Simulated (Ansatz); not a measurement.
# Au(111) with 4 layers of random Au-Pt, 2x2: scattering by chemical disorder, part 2 of 2

Wanted: resistance against the alloy's length, first Au(111) with 4 layers of random Au-Pt, 2x2.

Ansatz 0.2.0; Ansatz plane-wave DFT, PBE, PAW files; ballistic transport by layer matching (Landauer), zero bias; PAW set soft_1.

So far. Step 3 (With 8 alloy layers): Over the solved energies the transmission per spin lies between 2.06 and 2.09, out of 3.21 channels of the lead on average (up to 3.21).

## (4) With 12 alloy layers

In 12 layers a share of 0.25 of the sites is given to Pt at random. A fresh draw is used; the growth of the resistance with length is what counts.

System of this step: Au(111) with 12 layers of random Au-Pt, 2x2. The cell holds 72 atoms: 60 Au and 12 Pt. Its edges and angles: a = 5.768 Å, b = 5.768 Å, c = 42.382 Å, α = 90.0°, β = 90.0°, γ = 120.0°. It derives from Au. Regions: lead, 24 atoms (24 Au); scattering region, 48 atoms (36 Au and 12 Pt). The structure is stacked along c, and the current runs across the ab planes.

The input, input.yaml:

```yaml
crystal:
  lattice:
    - [5.7675164607, 0.0, 0.0]
    - [-2.8837582304, 4.9948157718, 0.0]
    - [0.0, 0.0, 42.3824172358]
  atoms:
    - { symbol: Au, position: [0.0, 0.0, 0.0277777778] }
    - { symbol: Au, position: [0.0, 0.5, 0.0277777778] }
    - { symbol: Au, position: [0.5, 0.0, 0.0277777778] }
    - { symbol: Au, position: [0.5, 0.5, 0.0277777778] }
    - { symbol: Au, position: [0.1666666667, 0.3333333333, 0.0833333333] }
    - { symbol: Au, position: [0.1666666667, 0.8333333333, 0.0833333333] }
    - { symbol: Au, position: [0.6666666667, 0.3333333333, 0.0833333333] }
    - { symbol: Au, position: [0.6666666667, 0.8333333333, 0.0833333333] }
    - { symbol: Au, position: [0.3333333333, 0.1666666667, 0.1388888889] }
    - { symbol: Au, position: [0.3333333333, 0.6666666667, 0.1388888889] }
    - { symbol: Au, position: [0.8333333333, 0.1666666667, 0.1388888889] }
    - { symbol: Au, position: [0.8333333333, 0.6666666667, 0.1388888889] }
    - { symbol: Au, position: [0.0, 0.0, 0.1944444444] }
    - { symbol: Au, position: [0.0, 0.5, 0.1944444444] }
    - { symbol: Au, position: [0.5, 0.0, 0.1944444444] }
    - { symbol: Au, position: [0.5, 0.5, 0.1944444444] }
    - { symbol: Au, position: [0.1666666667, 0.3333333333, 0.25] }
    - { symbol: Au, position: [0.1666666667, 0.8333333333, 0.25] }
    - { symbol: Pt, position: [0.6666666667, 0.3333333333, 0.25] }
    - { symbol: Au, position: [0.6666666667, 0.8333333333, 0.25] }
    - { symbol: Pt, position: [0.3333333333, 0.1666666667, 0.3055555556] }
    - { symbol: Pt, position: [0.3333333333, 0.6666666667, 0.3055555556] }
    - { symbol: Au, position: [0.8333333333, 0.1666666667, 0.3055555556] }
    - { symbol: Au, position: [0.8333333333, 0.6666666667, 0.3055555556] }
    - { symbol: Au, position: [0.0, 0.0, 0.3611111111] }
    - { symbol: Pt, position: [0.0, 0.5, 0.3611111111] }
    - { symbol: Au, position: [0.5, 0.0, 0.3611111111] }
    - { symbol: Au, position: [0.5, 0.5, 0.3611111111] }
    - { symbol: Pt, position: [0.1666666667, 0.3333333333, 0.4166666667] }
    - { symbol: Au, position: [0.1666666667, 0.8333333333, 0.4166666667] }
    - { symbol: Pt, position: [0.6666666667, 0.3333333333, 0.4166666667] }
    - { symbol: Au, position: [0.6666666667, 0.8333333333, 0.4166666667] }
    - { symbol: Au, position: [0.3333333333, 0.1666666667, 0.4722222222] }
    - { symbol: Au, position: [0.3333333333, 0.6666666667, 0.4722222222] }
    - { symbol: Pt, position: [0.8333333333, 0.1666666667, 0.4722222222] }
    - { symbol: Au, position: [0.8333333333, 0.6666666667, 0.4722222222] }
    - { symbol: Au, position: [0.0, 0.0, 0.5277777778] }
    - { symbol: Au, position: [0.0, 0.5, 0.5277777778] }
    - { symbol: Au, position: [0.5, 0.0, 0.5277777778] }
    - { symbol: Au, position: [0.5, 0.5, 0.5277777778] }
    - { symbol: Au, position: [0.1666666667, 0.3333333333, 0.5833333333] }
    - { symbol: Au, position: [0.1666666667, 0.8333333333, 0.5833333333] }
    - { symbol: Au, position: [0.6666666667, 0.3333333333, 0.5833333333] }
    - { symbol: Au, position: [0.6666666667, 0.8333333333, 0.5833333333] }
    - { symbol: Pt, position: [0.3333333333, 0.1666666667, 0.6388888889] }
    - { symbol: Au, position: [0.3333333333, 0.6666666667, 0.6388888889] }
    - { symbol: Pt, position: [0.8333333333, 0.1666666667, 0.6388888889] }
    - { symbol: Au, position: [0.8333333333, 0.6666666667, 0.6388888889] }
    - { symbol: Au, position: [0.0, 0.0, 0.6944444444] }
    - { symbol: Pt, position: [0.0, 0.5, 0.6944444444] }
    - { symbol: Au, position: [0.5, 0.0, 0.6944444444] }
    - { symbol: Pt, position: [0.5, 0.5, 0.6944444444] }
    - { symbol: Au, position: [0.1666666667, 0.3333333333, 0.75] }
    - { symbol: Au, position: [0.1666666667, 0.8333333333, 0.75] }
    - { symbol: Au, position: [0.6666666667, 0.3333333333, 0.75] }
    - { symbol: Pt, position: [0.6666666667, 0.8333333333, 0.75] }
    - { symbol: Au, position: [0.3333333333, 0.1666666667, 0.8055555556] }
    - { symbol: Au, position: [0.3333333333, 0.6666666667, 0.8055555556] }
    - { symbol: Au, position: [0.8333333333, 0.1666666667, 0.8055555556] }
    - { symbol: Au, position: [0.8333333333, 0.6666666667, 0.8055555556] }
    - { symbol: Au, position: [0.0, 0.0, 0.8611111111] }
    - { symbol: Au, position: [0.0, 0.5, 0.8611111111] }
    - { symbol: Au, position: [0.5, 0.0, 0.8611111111] }
    - { symbol: Au, position: [0.5, 0.5, 0.8611111111] }
    - { symbol: Au, position: [0.1666666667, 0.3333333333, 0.9166666667] }
    - { symbol: Au, position: [0.1666666667, 0.8333333333, 0.9166666667] }
    - { symbol: Au, position: [0.6666666667, 0.3333333333, 0.9166666667] }
    - { symbol: Au, position: [0.6666666667, 0.8333333333, 0.9166666667] }
    - { symbol: Au, position: [0.3333333333, 0.1666666667, 0.9722222222] }
    - { symbol: Au, position: [0.3333333333, 0.6666666667, 0.9722222222] }
    - { symbol: Au, position: [0.8333333333, 0.1666666667, 0.9722222222] }
    - { symbol: Au, position: [0.8333333333, 0.6666666667, 0.9722222222] }
kpoints:
  mp_grid: { grid: [5, 5, 1] }
hamiltonian:
  xc: pbe
  pseudopotentials: { kind: paw, azcp: { folder: soft_1 } }
scf:
  occupations: { method: fermi_dirac, width: 0.1 }
output:
  transmission:
    leads: [[0, 4]]
    kmesh: [10, 10]
    e_range: [-0.05, 0.05]
    de: 0.05
  write_potential: true
  write_density: true
  volumetric_format: npy
```

Command:

```
$ ansatz run input.yaml --threads 4 --pin off --max-ram 15360MiB --backend cpu --events-out ev --progress --plain --runs-dir out
```

Numbers of over 12 decimals in the logs are rounded to 6 here.

The log of the run:

```text
[...]
Crystal: 72 atoms, lattice volume = 1220.939 Å³
Basis set: ecut = 420 eV, 23937 PW (Γ)
Bands: 814, of which v1, the nominal top of the filled ones, is band 678 counted from 1 (677 counted from 0)
Symmetry: 1 space group operations
[...]
k-points: 13 of 25 (time reversal used)
[...]
SCF iter   1: F=—  HF=-939410.506117 eV  |F-HF|=—  |Δ(HF+E_count)|=         —  Δρ=9.44e-2  dr2=5.53e2  ethr=3.10e-3  ⟨swp⟩=4.0  Hψ=31446  notcnv=0  defer=225
[...]
SCF iter  14: F=-939366.982481 eV  HF=-939366.982481 eV  |F-HF|=1.75e-8  |Δ(HF+E_count)|=   2.33e-9  Δρ=2.46e-7  dr2=1.83e-8  ethr=7.37e-12  ⟨swp⟩=10.3  Hψ=38690  notcnv=0
SCF 1 converged in 14 iterations: F = -939366.982481 eV  dr2 = 1.83e-8
[...]
transmission: 326 of 3224 steps passed
transmission: 646 of 3224 steps passed
[...]
transmission: 3224 of 3224 steps passed
SCF converged after 14 iterations
Free energy (F): -939366.982481 eV
[...]
Internal energy: -939365.967183 eV  (E = F + TS)
E sigma→0 (E₀):  -939366.474832 eV
Entropy (-TS):   -1.015298 eV (-14.101 meV/atom)
Fermi energy:    20.461566 eV
[...]
--- Band table (eV; the first three rows and the last of 13) ---
  k-point 0: bands = [... 674 lower, 20.5767, 20.9353, 20.9512, 20.9688, 21.0090, 21.0245, 21.0571, 21.3913, ... 132 higher]
  k-point 1: bands = [... 674 lower, 20.3591, 20.3661, 20.4095, 20.4827, 20.4983, 20.6041, 20.6066, 20.7495, ... 132 higher]
  k-point 2: bands = [... 674 lower, 20.3423, 20.4028, 20.4828, 20.4864, 20.5548, 20.5696, 20.7268, 20.7792, ... 132 higher]
  k-point 12: bands = [... 674 lower, 20.0701, 20.1141, 20.1417, 20.1748, 20.2298, 20.2834, 20.3543, 20.6383, ... 132 higher]
--- Transmission ---
  basis      : 253 plane waves across, 62 finite elements along
  points     : 52, standing for a mesh of 10 x 10
[...]
channels       : 3.210000e0 a spin
[...]
junction   : crystal 0 to crystal 0, 0.70 to 40.73 Å
    transmission   : 1.674244e0 a spin
[...]
```

Wall time 41 min (4 threads of Arm Neoverse V1, shared host); peak memory 9.8 GiB.

Numbers from this step:

```yaml
free_energy: -939366.9825 eV
energy_at_zero_smearing: -939366.4748 eV
fermi_energy: 20.46 eV
transmission_per_spin_nearest_the_fermi_level: 1.674
step_of_the_lead_s_potential: 13.8 meV
```

Per spin. Table of transmission, zone mean by energy, zero at the Fermi level:

| energy (eV) | transmission, zone mean |
| --- | --- |
| -0.0500 | 1.62 |
| 0.0000 | 1.67 |
| 0.0500 | 1.74 |

Over the solved energies the transmission per spin lies between 1.62 and 1.74, out of 3.21 channels of the lead on average (up to 3.21).

## (5) The fit

This step: Ansatz plane-wave DFT, PBE, PAW files; ballistic transport by layer matching (Landauer), zero bias; residual resistivity from the slope of the area resistance, atoms on the host's lattice; PAW set soft_1 (Ansatz 0.2.0).

This step gave:

| Property | Result |
| --- | --- |
| resistivity | 35.56 µΩ cm |
| intercept | 0.02147 fΩ m² |
| scatter about the fit | 0.04513 fΩ m² |

Resistance, by row:

| run | length (Å) | T | channels N | RA (fΩ m²) |
| --- | --- | --- | --- | --- |
| n4 | 9.418 | 2.393 | 3.19 | 0.3883 |
| n8 | 18.84 | 2.082 | 3.21 | 0.6275 |
| n12 | 28.25 | 1.677 | 3.21 | 1.058 |

Area resistance against length of the alloy:

| length of the alloy (Å) | area resistance (fΩ m²) |
| --- | --- |
| 9.42 | 0.388 |
| 18.84 | 0.628 |
| 28.25 | 1.06 |

The area resistance goes from 0.39 to 1.1 fΩ m² between 9.4 and 28.3 Å, a slope of 36 µΩ cm.

By hand from the end points: (1.058 − 0.3883) fΩ m² / (28.25 − 9.42) Å = 36 µΩ cm, since 1 fΩ m² per Å is 1000 µΩ cm.

## (6) What came out

| Quantity | Value |
| --- | --- |
| resistivity from the slope | 35.6 µΩ cm |
| area resistance over 9.42 Å | 0.388 fΩ m² |
| area resistance over 18.8 Å | 0.628 fΩ m² |
| area resistance over 28.3 Å | 1.06 fΩ m² |

The slope gives 36 µΩ cm. The points scatter by 0.045 fΩ m² about the line, with one random draw a length in a 2x2 cell, so the slope is a rough value. Read with a model of isotropic scattering on a spherical Fermi surface and the lead's 0.86×10¹⁵ S/m², this slope means a mean free path near 25 Å; over these lengths the model's slope is 1.03 times its bulk resistivity, which would be 34 µΩ cm. The atoms sit on the host's lattice, so scattering by size misfit is left out. Spin-orbit coupling is left out, which matters for Au and Pt.

[Logs are printed without paths, hosts, clocks, repeated set-up lines and the standing remarks that a program may print on its own settings, such as how far it seeks lower states.]

[Hosts, paths, dates, database ids (printed as entryN), source tags and the programs' standing remarks are cut or masked in the printed files.]
